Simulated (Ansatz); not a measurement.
# Cr (P-1) in Ansatz: a run that goes wrong, beside a sound one

A flawed run on Cr and a sound one for comparison.

All numbers are computed with Ansatz 0.2.0; they aren't measurements. Logs are shortened: lines on timing, memory, paths and dates and some standing lists are left out, and cuts for length are marked.

## Step 1: The cell of the first run

The typed cell holds 1 atom: a = 2.564 Å, b = 2.575 Å, c = 2.614 Å, α = 60.73°, β = 61.16°, γ = 60.86°.

## Step 2: A run with an altered input

File input.yaml:

```yaml
crystal:
  lattice:
    - [-0.01742837, 1.81563267, 1.81065737]
    - [1.83100899, -0.01704057, 1.81026957]
    - [1.85589832, 1.84013421, -0.04192991]
  atoms:
    - { symbol: Cr, position: [0.0, 0.0, 0.0], spin: 3.0 }
hamiltonian:
  xc: pbe
  pseudopotentials: { kind: paw }
magnetization:
  spin_polarized: true
kpoints:
  mp_grid: { grid: [12, 12, 12] }
scf:
  occupations: { method: fermi_dirac, width: 0.05 }
  max_iter: 60
output:
  forces: true
  stress: true
  eigenvalues: true
relax:
  f_tol: 0.01
  max_steps: 40
  cell: { stress_tol: 0.05 }
basis:
  ecutwfc: "30 meV"
```

Potentials or basis: Ansatz PAW.

Launch:

```sh
> ansatz run input.yaml --threads 2 --pin off --max-ram 5632MiB --backend cpu --events-out ev --progress --plain --runs-dir out
```

The program printed:

```text
Error: inconsistent input (basis.ecutwfc, kpoints): the smallest per-k basis holds n_pw = 0 plane waves (k-point 1, counted from 0 among those solved) but the deck needs at least 9 band(s) per channel, and no run solves more bands than the smallest per-k basis has plane waves; raise basis.ecutwfc until the smallest per-k basis, which caps the automatic band count, holds at least 9 plane waves
```

Wall time 0.06 s (2 threads of Intel Xeon 6975P-C (Granite Rapids), shared host); peak memory 0.084 GiB.

The program refused the input. The fault, put in on purpose: a cutoff in the wrong unit (basis.ecutwfc = 30 meV).

## Step 3: Relaxation of cell and atoms, PBE, collinear spin, ferromagnetic start (cell sheared at random, sigma 0.01, atoms nudged by 0.01 Å)

input.yaml: that of step 2 with these lines changed.

```diff
@@ -16,3 +16,2 @@
   occupations: { method: fermi_dirac, width: 0.05 }
-  max_iter: 60
 output:
@@ -25,3 +24 @@
   cell: { stress_tol: 0.05 }
-basis:
-  ecutwfc: "30 meV"
```

Potentials or basis: Ansatz PAW.

Launch:

```sh
> ansatz run input.yaml --threads 2 --pin off --max-ram 5632MiB --backend cpu --events-out ev --progress --plain --runs-dir out
```

Run time: 2.1 min. Hardware: 2 threads of Intel Xeon 6975P-C (Granite Rapids), shared host; peak memory 0.64 GiB.

It converged, with:

```
Free energy                            : -3377.7416 eV
Relaxed volume                         : 11.53 Å³/atom
Relaxed cell                           : a = 2.465 Å, b = 2.465 Å, c = 2.847 Å, α = 54.74°, β = 54.74°, γ = 70.53°
Space group after relaxing (to 0.05 Å) : Im-3m (No. 229)
Energy gained by relaxing              : 405.5 meV/atom
Ionic steps                            : 15
Pressure after relaxing                : 0.0 GPa
Band gap on the k mesh                 : none (metal or under the smearing width)
Net moment                             : 0.00 μB per cell
Absolute moment                        : 0.00 μB per cell
```

Step by step:
```tsv
step	energy change (eV)	largest force (eV/Å)	volume (Å³)
1	0.0000	0.0000	12.46
2	-0.0228	0.0000	11.93
3	-0.0333	0.0000	11.77
4	-0.0905	0.0000	11.63
5	-0.1620	0.0000	11.63
6	-0.2933	0.0000	11.69
7	-0.3734	0.0000	11.40
8	-0.3966	0.0000	11.60
9	-0.4002	0.0000	11.58
10	-0.4011	0.0000	11.51
11	-0.4011	0.0000	11.49
12	-0.4053	0.0000	11.49
13	-0.4055	0.0000	11.53
14	-0.4055	0.0000	11.53
15	-0.4055	0.0000	11.53
```

Final structure:
```
CELL_PARAMETERS angstrom
-0.00281 2.01010 1.42725
2.01011 -0.00277 1.42732
2.01291 2.01287 0.00787
ATOMIC_POSITIONS crystal
Cr 0.00000 0.00000 0.00000
```

Levels at points of the mesh, in eV from the Fermi level:
Spin up:
| k point | band 3 | band 4 | band 5 | band 6 | band 7 | band 8 | band 9 | band 10 | band 11 | band 12 |
| --- | --- | --- | --- | --- | --- | --- | --- | --- | --- | --- |
| (0.00, 0.00, 0.00) | -42.64 | -42.64 | -7.90 | -0.89 | -0.89 | -0.89 | 1.19 | 1.19 | 22.30 | 22.30 |
| (0.00, 0.00, -0.50) | -42.93 | -42.64 | -4.45 | -2.45 | 1.10 | 1.19 | 1.53 | 2.90 | 9.94 | 17.08 |
| (0.00, -0.50, 0.00) | -42.93 | -42.64 | -4.45 | -2.45 | 1.10 | 1.19 | 1.53 | 2.90 | 9.94 | 17.08 |
| (0.00, -0.50, -0.50) | -42.93 | -42.64 | -4.45 | -2.45 | 1.10 | 1.19 | 1.53 | 2.90 | 9.94 | 17.08 |
| (-0.50, 0.00, 0.00) | -42.93 | -42.64 | -4.45 | -2.45 | 1.10 | 1.19 | 1.53 | 2.90 | 9.94 | 17.08 |
| (-0.50, 0.00, -0.50) | -42.93 | -42.64 | -4.45 | -2.45 | 1.10 | 1.19 | 1.53 | 2.90 | 9.94 | 17.08 |
| (-0.50, -0.50, 0.00) | -43.28 | -43.28 | -4.32 | -4.32 | 2.50 | 2.50 | 2.50 | 10.59 | 10.59 | 10.59 |
| (-0.50, -0.50, -0.50) | -42.93 | -42.64 | -4.45 | -2.45 | 1.10 | 1.19 | 1.53 | 2.90 | 9.94 | 17.08 |
Spin down:
```tsv
k point	band 3	band 4	band 5	band 6	band 7	band 8	band 9	band 10	band 11	band 12
(0.00, 0.00, 0.00)	-42.64	-42.64	-7.90	-0.89	-0.89	-0.89	1.19	1.19	22.30	22.30
(0.00, 0.00, -0.50)	-42.93	-42.64	-4.45	-2.45	1.10	1.19	1.53	2.90	9.94	17.08
(0.00, -0.50, 0.00)	-42.93	-42.64	-4.45	-2.45	1.10	1.19	1.53	2.90	9.94	17.08
(0.00, -0.50, -0.50)	-42.93	-42.64	-4.45	-2.45	1.10	1.19	1.53	2.90	9.94	17.08
(-0.50, 0.00, 0.00)	-42.93	-42.64	-4.45	-2.45	1.10	1.19	1.53	2.90	9.94	17.08
(-0.50, 0.00, -0.50)	-42.93	-42.64	-4.45	-2.45	1.10	1.19	1.53	2.90	9.94	17.08
(-0.50, -0.50, 0.00)	-43.28	-43.28	-4.32	-4.32	2.50	2.50	2.50	10.59	10.59	10.59
(-0.50, -0.50, -0.50)	-42.93	-42.64	-4.45	-2.45	1.10	1.19	1.53	2.90	9.94	17.08
```

Caveat: the starting moments collapsed, and a magnetic state may lie lower; the plane-wave basis is chosen anew once the cell has moved, so the energies of steps on either side of that aren't comparable; the starting moments weren't kept.
